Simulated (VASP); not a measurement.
# Cu: relaxation of cell and atoms with LDA

The system is Cu.

```
Cu
1.0
     0.00000    1.80750    1.80750
     1.80750    0.00000    1.80750
     1.80750    1.80750    0.00000
Cu
1
Direct
  0.00000 0.00000 0.00000
```

* Program: VASP 6.6.1
* Task: relaxation of cell and atoms
* Functional: LDA
* Potentials or basis: VASP PAW LDA potentials, release 64 (Cu)
* Cutoff: 600 eV
* k mesh: 12 × 12 × 12
* Occupations: fermi-dirac, width 0.05 eV
* Spin: no spin polarisation
* Ladder: gaps
* Further INCAR settings: ALGO = Fast; EDIFF = 1e-06; IBRION = 2; EDIFFG = -0.01; NSW = 40; ISIF = 3

* Relaxed volume: 10.93 Å³/atom
* Relaxed cell: a = 2.491 Å, b = 2.491 Å, c = 2.491 Å, α = 60.00°, β = 60.00°, γ = 60.00°
* Space group after relaxing (to 0.05 Å): Fm-3m (No. 225)
* Energy gained by relaxing: 34.9 meV/atom
* Ionic steps: 3
* Pressure after relaxing: 0.0 GPa
* Band gap on the k mesh: none (metal or under the smearing width)

The path:
```tsv
step	energy change (eV)	largest force (eV/Å)	pressure (GPa)	volume (Å³)
1	0.0000	0.0000	-11.72	11.81
2	-0.0179	0.0000	10.81	10.39
3	-0.0349	0.0000	-0.02	10.93
```

Final structure:
```yaml
crystal:
  lattice:
    - [0.00000, 1.76166, 1.76166]
    - [1.76166, 0.00000, 1.76166]
    - [1.76166, 1.76166, 0.00000]
  atoms:
    - { symbol: Cu, position: [0.00000, 0.00000, 0.00000] }
```

Levels at points of the mesh, in eV from the Fermi level:
| k point | band 3 | band 4 | band 5 | band 6 | band 7 | band 8 | band 9 |
| --- | --- | --- | --- | --- | --- | --- | --- |
| (0.00, 0.00, 0.00) | -3.26 | -3.26 | -2.31 | -2.31 | 23.36 | 26.45 | 26.45 |
| (0.50, 0.00, 0.00) | -3.29 | -1.67 | -1.67 | -1.14 | 4.20 | 21.84 | 23.21 |
| (0.50, 0.50, 0.00) | -1.69 | -1.51 | -1.51 | 1.50 | 7.74 | 13.68 | 13.68 |

Run time: 19 s on 1 thread of AMD EPYC 7R13 Processor (Zen 3) (shared host), peak memory 0.1 GiB.

LDA usually gives volumes a few per cent too small. Zero-point motion and thermal expansion aren't in these numbers.
